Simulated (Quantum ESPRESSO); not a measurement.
Here is a Quantum ESPRESSO 7.5 calculation.

The input run.py:

```python
import numpy as np
from ase.calculators.espresso import Espresso, EspressoProfile
from ase.io import read

atoms = read('Ga.cif')

input_data = {
    'control': {'calculation': 'scf', 'prefix': 'pwscf', 'outdir': './tmp', 'tprnfor': True, 'tstress': True, 'disk_io': 'low'},
    'system': {'ecutwfc': 56.0, 'ecutrho': 448.0, 'nbnd': 16, 'occupations': 'smearing', 'smearing': 'fd', 'degauss': 0.00367493},
    'electrons': {'conv_thr': 2e-10, 'electron_maxstep': 120, 'mixing_beta': 0.5},
}
pseudopotentials = {'Ga': 'ga_pbesol_v1.4.uspp.F.UPF'}
profile = EspressoProfile(command='mpirun -n 2 pw.x -nk 2', pseudo_dir='pseudo')
dft = Espresso(profile=profile, input_data=input_data, pseudopotentials=pseudopotentials, kpts=(13, 13, 13), koffset=(0, 0, 0))
from ase.calculators.mixing import SumCalculator
from dftd4.ase import DFTD4
d4 = DFTD4(method='pbesol')
atoms.calc = SumCalculator([dft, d4])

from ase.optimize import LBFGS
from ase.filters import FrechetCellFilter
done = LBFGS(FrechetCellFilter(atoms), trajectory='opt.traj').run(fmax=0.02, steps=30)
print('converged', done)
print('cell (A)', np.round(atoms.cell.cellpar(), 5))
print(f'energy {atoms.get_potential_energy():.8f} eV')
print('forces (eV/A)')
print(np.round(atoms.get_forces(), 6))
print('stress (eV/A^3, Voigt)')
print(np.round(atoms.get_stress(), 8))
print(f'Fermi level {dft.get_fermi_level():.4f} eV')
print(f'D4 part {d4.get_potential_energy(atoms):.8f} eV')
atoms.write('final.traj')
```

Ga.cif

```cif
data_Ga
_cell_length_a 3.02900565
_cell_length_b 3.02900565
_cell_length_c 3.02900565
_cell_angle_alpha 125.60652844
_cell_angle_beta 125.60652844
_cell_angle_gamma 80.53580512
_space_group_name_H-M_alt 'P1'
_space_group_name_Hall 'P 1'
_space_group_IT_number 1
loop_
_space_group_symop_operation_xyz
'x,y,z'
loop_
_atom_site_label
_atom_site_type_symbol
_atom_site_symmetry_multiplicity
_atom_site_Wyckoff_symbol
_atom_site_fract_x
_atom_site_fract_y
_atom_site_fract_z
_atom_site_occupancy
Ga1 Ga 1 a 0.0000000000 0.0000000000 0.0000000000 1
```

Potentials or basis: GBRV 1.5 PBEsol.

Launch:

```console
$ OMP_NUM_THREADS=1 python run.py
```

**Question.** What does it give for the relaxed volume?

**Answer.** 16.90 Å³/atom.

**Question.** What does it give for the relaxed cell?

**Answer.** a = 2.963 Å, b = 2.963 Å, c = 2.963 Å, α = 124.70°, β = 124.70°, γ = 82.04°.

**Question.** Predict the band gap on the k mesh.

**Answer.** None (metal or under the smearing width).

The path:
| step | energy change (eV) | largest force (eV/Å) | pressure (GPa) | volume (Å³) |
| --- | --- | --- | --- | --- |
| 1 | 0.0000 | 0.0000 | -2.75 | 17.72 |
| 2 | -0.0033 | 0.0000 | -2.07 | 17.49 |
| 3 | -0.0062 | 0.0000 | 0.49 | 16.83 |
| 4 | -0.0065 | 0.0000 | 0.00 | 16.95 |
| 5 | -0.0065 | 0.0000 | -0.03 | 16.95 |
| 6 | -0.0069 | 0.0000 | -0.07 | 16.95 |
| 7 | -0.0062 | 0.0000 | 0.17 | 16.91 |
| 8 | -0.0071 | 0.0000 | -0.21 | 16.94 |
| 9 | -0.0071 | 0.0000 | -0.08 | 16.90 |

Caveat: pairwise dispersion overbinds metals, which lowers pressure and volume.
